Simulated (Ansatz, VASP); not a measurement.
**LiF: VASP beside Ansatz**

```
Li F
1.0
     2.61495    0.00000    0.00000
     0.00000    2.61495    0.00000
     0.00000    0.00000    2.61495
Li F
1 1
Direct
  0.00000 0.00000 0.00000
  0.50000 0.50000 0.50000
```

Alike in both runs: task single point; functional PBE; k mesh 10 × 10 × 10; occupations gaussian, width 0.02 eV; no spin polarisation.

|  | VASP | Ansatz |
| --- | --- | --- |
| version | VASP 6.6.1 | Ansatz 0.2.0 |
| potentials or method | VASP PAW PBE potentials, release 64 (Li_sv, F) | scalar-relativistic, plane waves, PAW |
| plane-wave cutoff (eV) | 520 | 420 |
| valence electrons in the cell | 10 | 10 |

Ansatz gave:

| Item | Value |
| --- | --- |
| gap on the k mesh at the Fermi level (eV) | 7.01 |
| least direct gap on the mesh (eV) | 7.61 |

Q: What did VASP give for the same quantities?

A: gap on the k mesh at the Fermi level (eV): 7.01; least direct gap on the mesh (eV): 7.62.

 A k mesh can miss the band edges.
